In cubic hafnium dioxide each Hf ion sits in a cage of eight oxygen ions, and the only thing that changes down this table is the size of that cage. The band gap is the energy between the highest filled and the lowest empty electron level. Three rows serve as landmarks. By the pressures from the same calculations, the crystal is strongly squeezed at 9.410 Å³/atom, almost free of stress at 10.694 and pulled apart at 11.763.

Cubic HfO₂ (space group Fm-3m) at twelve volumes, from single-point calculations with Ansatz 0.2.0: scalar-relativistic PBEsol without spin polarisation, plane waves with PAW, cutoff 420 eV, 8×8×8 k mesh, Gaussian smearing of 0.02 eV. Both gaps are Kohn–Sham gaps between levels on the k mesh; the shortest distance is Hf–O.

```
volume (Å³/atom)  shortest distance (Å)  band gap (eV)  least direct gap (eV)
           9.410                  2.093          3.966                  3.966
           9.731                  2.116          3.897                  3.897
          10.052                  2.139          3.826                  3.826
          10.373                  2.162          3.755                  3.755
          10.460                  2.168          3.739                  3.739
          10.694                  2.184          3.688                  3.688
          10.716                  2.186          3.683                  3.683
          11.014                  2.206          3.619                  3.619
          11.039                  2.207          3.614                  3.614
          11.152                  2.215          3.590                  3.590
          11.335                  2.227          3.551                  3.551
          11.763                  2.255          3.465                  3.465
```

The top of the table: the squeezed crystal

1. Which has the larger gap, the tighter or the looser crystal?

The tighter one. From the first row to the fourth the gap drops from 3.966 to 3.755 eV, while the Hf–O distance grows by only 0.07 Å. The fall continues in every later step, and by the last row it amounts to half an electronvolt. A quarter more volume thus takes away about an eighth of the gap.

2. Why do the two gap columns hold the same numbers?

The least direct gap counts only transitions in which the electron keeps its wave vector; the band gap allows any pair of levels. The two agree because the highest filled and the lowest empty level lie at the same point of the Brillouin zone, called X, in every row. The trend is therefore read at the same point from top to bottom, and no kink from a jump to another point is mixed into it.

This holds for the wave vectors on the calculated mesh, and a slightly smaller gap between mesh points is not excluded. Nor is the lead of X large: at 11.152 Å³/atom the lowest empty level at the zone centre, Γ, is only 0.13 eV higher. In a related crystal one should first check where the edges are before carrying the trend over.

3. Why does squeezing widen the gap?

The two edges belong mainly to different ions. In this oxide the highest filled levels are mostly oxygen 2p and the lowest empty ones mostly hafnium 5d. The density of states split by orbital, calculated at two volumes, shows this: oxygen 2p below the gap and hafnium 5d above it. It is also what standard chemistry expects of a metal ion that has formally given away its d electrons. The gap is then roughly the cost of moving an electron from oxygen to hafnium.

Two effects can raise that cost when the ions approach. An electron on oxygen has positive hafnium ions as its nearest neighbours, which lower its energy, while an electron on hafnium is surrounded by negative oxygen ions, which raise it. In addition, the p and d orbitals overlap more. Where symmetry lets them mix, the lower level is pushed down and the upper one up. At X, however, symmetry is expected to keep hafnium d out of the highest filled level, so this push can act at most on the empty edge. The first effect is the safer part of the explanation, but only for the direction of the change. Rigid point charges of the size of the calculated Bader charges (1.33 e on oxygen, twice that on hafnium) would alter the gap by about 3.3 eV over the table, and formal charges by about 5 eV, where the calculation gives 0.5 eV. Real electron clouds overlap and adjust to each other, which is expected to cancel much of the difference.

In a crystal each level also spreads into a band, which becomes important further down.

The table shows the net result, not the share of each effect. It also leaves open which edge moves, because the energies of an infinite crystal have no common zero from one volume to the next. Only the distance between the edges can be compared.

The middle of the table: close to zero pressure

4. How much gap does one percent of volume cost?

For a small uniform strain, the change of the gap should be proportional to the relative change of volume. Write E for the band gap, V for the volume per atom and a for the constant of proportionality, known as the deformation potential:

dE = a · dV/V

If a stays constant, adding up many small steps from a starting volume V₀ with gap E₀ gives

E = E₀ + a · ln(V/V₀)

The rows at 10.373 and 11.014 Å³/atom lie on either side of the stress-free volume and give the slope there:

a = (3.619 − 3.755) / ln(11.014/10.373) = −0.136 / 0.0600 = −2.27 eV

One percent more volume therefore lowers the gap by about 0.023 eV. Since the volume goes as the cube of the cell edge, one percent more edge length costs about three times as much.

5. What would change if the cell size were taken from another source?

Suppose someone uses a cell of 11.152 Å³/atom in place of the stress-free 10.694. That is 4.3 percent more volume, or about 1.4 percent in edge length, a difference that can easily arise between two sources of a lattice constant. The rule predicts the new gap from the stress-free one:

E = 3.688 − 2.27 × ln(11.152/10.694) = 3.688 − 2.27 × 0.0419 = 3.593 eV

The calculation gives 3.590 eV, and this row took no part in finding the slope. So a harmless-looking difference in cell size shifts the gap by 0.1 eV, although the functional and all other settings are the same. Gaps from two sources should be compared only after their volumes have been compared.

The two ends: where the simple rule bends

6. Does the same slope reach the first and the last row?

Nearly. Carried from the stress-free row to the ends, the slope gives

at 9.410: 3.688 + 2.27 × 0.1279 = 3.978 eV, calculated 3.966 eV
at 11.763: 3.688 − 2.27 × 0.0953 = 3.472 eV, calculated 3.465 eV

Neither end row was used for the slope. The errors are only a few percent of the gap changes being predicted, which is good enough for most practical estimates.

The sign of the errors tells more than their size. The rule is too high at both ends, so the calculated curve is bent, most clearly on the squeezed side. Put differently, the gap responds less to a given relative change of volume when the crystal is squeezed: the mean slope is −2.17 eV between the first landmark and the second, and −2.34 eV between the second and the third. Taken step by step from the unrounded gaps, the slope steepens from −2.05 eV in the first step to −2.39 eV between 11.152 and 11.335, and eases to −2.32 eV in the last step.

This is not what the two effects of question 3 would do if left to themselves. The attraction and repulsion between ions go as 1/d, where d is the shortest distance. The hopping of an electron between a p and a d orbital falls roughly as d to the power −3.5. The push between two unequal levels goes as the square of the hopping divided by their separation, hence about as d to the power −7 if the separation is taken as fixed. Both laws are steepest at short distance, so the gap should respond more strongly in the squeezed crystal, not less.

A least-squares fit to all twelve rows shows the mismatch for the push; the gentler 1/d law was not fitted and is expected to miss by much less. A constant plus a term in d to the power −7 misses the gaps by typically 0.014 eV, whereas the plain logarithm, fitted in the same way, misses them by 0.003 eV. The logarithm is the better of these two descriptions, but it does not name a cause, and since its slope steepens with volume a straight line in d or in V is expected to do at least as well.

Either these laws are too simple for this crystal, or something works against the separation of the levels, and does so more strongly when the crystal is tight. A natural candidate for such a counter-effect is the spreading of levels into bands. Closer ions exchange electrons more easily, the bands grow wider, and their edges reach towards each other across the gap. The filled edge at X is expected to be antibonding between neighbouring oxygen ions, which would drive it upwards as they approach. The empty edge is expected to be bonding between neighbouring hafnium ions, which would drive it downwards. This is a plausible reading, not a result: a test would need the band widths at several volumes. The levels across the zone are at hand for three volumes, but the widths were not compared here.

The picture can be carried to a neighbouring case as a question. Do the two edges belong to different ions, so that squeezing drives them apart, and does that separation outrun the widening of the bands? In cubic HfO₂, if this reading is right, it does over the whole range of the table.

7. Is the response also steady when it is counted per gigapascal?

No, and here the change is large. Between the two most squeezed rows the gap rises by 5 meV for each added gigapascal, near zero pressure by 8.5 meV, and between the two most stretched rows by 12 meV. Judged by pressure alone, the electrons would seem to become much less sensitive under load.

Most of this comes from the stiffness of the crystal. The bulk modulus B is the pressure needed per unit of relative volume change, so the response of the gap to pressure p is

dE/dp = −a/B

From the pressures of the same rows, B is about 190 GPa at the stretched end and about 410 GPa at the squeezed end. It more than doubles, while a changes by only about an eighth. A gigapascal applied to the squeezed crystal simply moves the ions less.

This makes strain the better variable: one value of a serves the whole table to within about a tenth, whereas a pressure coefficient is valid only near the pressure at which it was found. The value applies to equal strain in all directions. A film stretched by its substrate is strained in two directions and relaxes in the third, and that case needs constants which this table does not contain.

The whole table: what to believe

8. Which digits can be trusted?

It depends on what the digits are used for. For differences between well-separated rows, the second decimal is sound within this calculation. The third is not, as a short step shows: from 10.373 to 10.460 Å³/atom the gap falls by 0.016 eV, where the slope of question 4 would give 0.019. The unrounded gaps suggest a single small jump here rather than scatter: the other short steps, from 10.694 to 10.716 and from 11.014 to 11.039, give slopes of −2.31 and −2.35 eV, in line with their neighbours. The jump is most likely numerical, its source was not traced, and it should not be given a physical explanation. It lies inside the interval of question 4; from 10.460 to 11.014 the slope is −2.31 eV instead of −2.27. With that value the misfit of question 6 grows at the squeezed end and shrinks to about the size of the jump at the stretched end. The bend is therefore probably real on the squeezed side and less certain on the stretched side, and it has not been checked with a finer basis.

As a prediction of the real gap, even the first digit is in doubt. Functionals of this kind place the gaps of wide-gap oxides too low, often by an electronvolt or more. Spin–orbit coupling is left out as well, but its effect on this gap is expected to be much smaller. The ordinary form of HfO₂ at room temperature is moreover monoclinic, not cubic. The safest use of the table is therefore to take the change of the gap with strain from it and the gap itself from a better source. That step assumes that the error of the functional hardly varies with volume, which is reasonable for small strains but is not tested here.
